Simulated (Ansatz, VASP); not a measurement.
## One calculation of HfN, two programs

File INCAR:

```
ALGO     = Normal         # electronic algorithm
EDIFF    = 1E-6           # SCF threshold, eV
ENCUT    = 520            # plane-wave cutoff, eV
GGA      = PE             # functional
ISIF     = 2              # what is computed and relaxed
ISMEAR   = -1             # smearing method
LASPH    = True           # aspherical terms in the spheres
LCHARG   = False          # write CHGCAR
LREAL    = False          # projectors in reciprocal space
LWAVE    = False          # write WAVECAR
NBANDS   = 14             # bands
NELM     = 80             # most SCF steps
PREC     = Accurate       # precision mode
SIGMA    = 0.03           # smearing width, eV
```

The input KPOINTS:

```
k-points
0
Gamma
  10 10 10
```

The input POSCAR:

```
HfN
1.0
   -0.0451800000      2.2364100000      2.2364100000
    2.2364100000     -0.0451800000      2.2364100000
    2.2364100000      2.2364100000     -0.0451800000
Hf N
1 1
Direct
    0.0000000000      0.0000000000      0.0000000000
    0.5000000000      0.5000000000      0.5000000000
```

Input for Ansatz:

```yaml
crystal:
  lattice:
    - [-0.04518, 2.23641, 2.23641]
    - [2.23641, -0.04518, 2.23641]
    - [2.23641, 2.23641, -0.04518]
  atoms:
    - { symbol: Hf, position: [0.0, 0.0, 0.0] }
    - { symbol: "N", position: [0.5, 0.5, 0.5] }
kpoints:
  mp_grid: { grid: [10, 10, 10] }
  band_path:
    path:
      - [0.0, 0.0, 0.0]
      - [0.5, 0.5, 0.5]
      - [0.2551801333, 0.5, 0.7448198667]
      - [-0.2551801333, 0.2551801333, 0.5]
      - [0.0, 0.0, 0.5]
      - [0.0, 0.0, 0.0]
      - [-0.3775900666, 0.0, 0.3775900666]
      - [0.0, 0.3775900666, 0.6224099334]
      - [0.0, 0.5, 0.5]
    npoints: 5
scf:
  occupations: { method: fermi_dirac, width: 0.03 }
hamiltonian:
  xc: pbe
  pseudopotentials: { kind: all_electron, lapw: { basis_error: 0.001 } }
output:
  forces: true
  stress: true
  eigenvalues: true
```

Change from the starting cell: equal xy, yz and zx shear strains of -2 %.

Alike in both runs: task single point; functional PBE; k mesh 10 × 10 × 10; occupations fermi-dirac, width 0.03 eV; no spin polarisation.

|  | VASP | Ansatz |
| --- | --- | --- |
| version | VASP 6.6.1 | Ansatz 0.2.0 |
| potentials or method | VASP PAW PBE potentials, release 64 (Hf_pv, N) | all-electron LAPW, scalar-relativistic |
| plane-wave cutoff (eV) | 520 | see its input |

```tsv
	VASP	Ansatz	Ansatz less VASP
pressure (GPa)	3.1	5.6	+2.46
largest component of the traceless stress (GPa)	2.28	2.25	-0.029
```

Ansatz ran all-electron here, so the differences hold the error of VASP's frozen core and of both bases.

The runs have no spin-orbit coupling, so splittings on Hf are missing.
